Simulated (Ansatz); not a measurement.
# GaN (gallium nitride): the cost of one run

Method: DFT PBE, scalar-relativistic, plane waves, PAW, in Ansatz 0.2.0.

### 1 The starting structure

The structure is hexagonal, space group P6_3mc (No. 186). The conventional cell has a = 3.190 Å, b = 3.190 Å, c = 5.189 Å, α = 90.00°, β = 90.00°, γ = 120.00°. Ga (site symmetry 3m) is surrounded by 4 N at 1.95 to 1.96 Å. N (site symmetry 3m) is surrounded by 4 Ga at 1.95 to 1.96 Å.

Coordinates:

```
CELL_PARAMETERS angstrom
3.19000 0.00000 0.00000
-1.59500 2.76262 0.00000
0.00000 0.00000 5.18900
ATOMIC_POSITIONS crystal
Ga 0.33333 0.66667 0.00000
Ga 0.66667 0.33333 0.50000
N 0.33333 0.66667 0.37680
N 0.66667 0.33333 0.87680
```

### 2 Relaxing cell and atoms: GaN (gallium nitride), no spin

input.yaml reads:

```yaml
crystal:
  lattice:
    - [3.19, 0.0, 0.0]
    - [-1.595, 2.7626210381, 0.0]
    - [0.0, 0.0, 5.189]
  atoms:
    - { symbol: Ga, position: [0.3333333333, 0.6666666667, 0.0] }
    - { symbol: Ga, position: [0.6666666667, 0.3333333333, 0.5] }
    - { symbol: "N", position: [0.3333333333, 0.6666666667, 0.3768] }
    - { symbol: "N", position: [0.6666666667, 0.3333333333, 0.8768] }
scf:
  occupations: { method: fixed }
output:
  forces: true
  stress: true
  eigenvalues: true
  write_density: true
  write_potential: true
  elf: true
  volumetric_format: npy
hamiltonian:
  xc: pbe
kpoints:
  mp_grid: { grid: [8, 8, 5] }
basis:
  ecutwfc: 480
relax:
  f_tol: 0.002
  max_steps: 60
  cell: { stress_tol: 0.05 }
```

The run is started by

```console
$ ansatz run input.yaml --threads 8 --pin off --max-ram 20480MiB --backend cpu --events-out ev --progress --plain --runs-dir out
```

**Question.** How long does this run take on 8 threads of Arm Neoverse N1, shared host, and how much memory does it need?

About 6.5 s, with a peak of 0.45 GiB.
